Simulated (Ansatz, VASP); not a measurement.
One calculation of LiCl, two programs

```
Li Cl
1.0
     0.00000    2.53877    2.53877
     2.53877    0.00000    2.53877
     2.53877    2.53877    0.00000
Li Cl
1 1
Direct
  0.00000 0.00000 0.00000
  0.50000 0.50000 0.50000
```

Alike in both runs: functional r2SCAN; k mesh 10 × 10 × 10; occupations fermi-dirac, width 0.02 eV; no spin polarisation.

Ansatz relaxed the structure, and its values are those at the end. VASP's run is a single point on that final structure, the one shown.

```csv
,VASP,Ansatz
version,VASP 6.6.1,Ansatz 0.2.0
potentials or method,"VASP PAW PBE potentials, release 64 (Li_sv, Cl)",PAW plane waves
plane-wave cutoff (eV),520,500
valence electrons in the cell,10,10
```

|  | VASP | Ansatz | Ansatz less VASP |
| --- | --- | --- | --- |
| gap on the k mesh at the Fermi level (eV) | 7.50 | 7.42 | -0.075 |

The functional is the same, so the differences come from potentials, cutoffs and numerics. Ansatz warned: «stress_scf_threshold_loose».

Caveats: the PAW data sets were made with another functional, which shifts forces and pressure a little (VASP). r2SCAN opens gaps a little over a GGA but as a rule still falls short of measured ones. A k mesh can miss the band edges.
